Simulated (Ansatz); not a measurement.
# NaCl (Fm-3m): equation of state

One table from this session's results is given with a row withheld; the runs are named, their logs left out.

The COD cell was measured well above room temperature, so it is larger than a cold one.

Computed with Ansatz 0.2.0 (DFT PBE, scalar-relativistic, plane waves, PAW, unless a step's input says otherwise).

### The structure to begin with

Symmetry: Fm-3m, No. 225, cubic system. Conventional cell: a = 5.696 Å, b = 5.696 Å, c = 5.696 Å, α = 90.00°, β = 90.00°, γ = 90.00°. Na (site symmetry m-3m) is surrounded by 6 Cl at 2.85 Å. Cl (site symmetry m-3m) is surrounded by 6 Na at 2.85 Å.

Structure file:

```cif
data_structure
_symmetry_space_group_name_H-M 'Fm-3m'
_symmetry_Int_Tables_number 225
_cell_length_a 5.6959
_cell_length_b 5.6959
_cell_length_c 5.6959
_cell_angle_alpha 90.000
_cell_angle_beta 90.000
_cell_angle_gamma 90.000
_cell_volume 184.79
loop_
_atom_site_label
_atom_site_type_symbol
_atom_site_symmetry_multiplicity
_atom_site_Wyckoff_symbol
_atom_site_fract_x
_atom_site_fract_y
_atom_site_fract_z
_atom_site_occupancy
Na1 Na 4 a 0.00000 0.00000 0.00000 1
Cl1 Cl 4 b 0.50000 0.00000 0.00000 1
```

This cell comes from an earlier session at PBE: 23.099 Å³/atom at 0.00 GPa, on a 10×10×10 mesh.

Volume factors to run: 0.980, 1.020, 0.960, 1.040.

Set-up of the first run:

File input.yaml:

```yaml
crystal:
  lattice:
    - [0.0, 2.8288337448, 2.8288337448]
    - [2.8288337448, 0.0, 2.8288337448]
    - [2.8288337448, 2.8288337448, 0.0]
  atoms:
    - { symbol: Na, position: [0.0, 0.0, 0.0] }
    - { symbol: Cl, position: [0.5, 0.5, 0.5] }
basis:
  ecutwfc: 420
  ecutrho_ratio: 4
kpoints:
  mp_grid: { grid: [10, 10, 10] }
hamiltonian:
  xc: pbe
scf:
  occupations: { method: gaussian, width: 0.05 }
output:
  forces: true
  stress: true
  eigenvalues: true
```

The run is started by

```bash
> ansatz run input.yaml --threads 2 --pin off --max-ram 2662MiB --backend cpu --events-out ev --progress --plain --runs-dir out
```

Among the steps run: Scaling the volume by 0.980; At 1.020 of the relaxed volume; Scaling the volume by 0.960; Scaling the volume by 1.040.

One table of the session follows, with a row left open; its other results are not shown here.

It belongs to the step «The fit». 

```
volume (Å³/atom)  energy (meV/atom)  pressure (GPa)  gap (eV)
          22.175               2.94            1.06      5.15
          22.637                  ?               ?         ?
          23.099               0.00            0.00      5.00
          23.561               0.66           -0.45      4.92
          24.023               2.54           -0.85      4.85
```

**Question.** Estimate the row for volume (Å³/atom) = 22.637.

Worked estimate for «energy (meV/atom)». A straight line through the neighbours (22.175, 2.94) and (23.099, 0.00) gives 2.94 + (0.00 − 2.94) × (22.637 − 22.175) / (23.099 − 22.175) = 1.47; a parabola fitted to 3 rows on both sides gives 0.76.

As computed: energy (meV/atom): 0.71; pressure (GPa): 0.50; gap (eV): 5.07. In «energy (meV/atom)» the line misses by +0.76 and the parabola by +0.05.
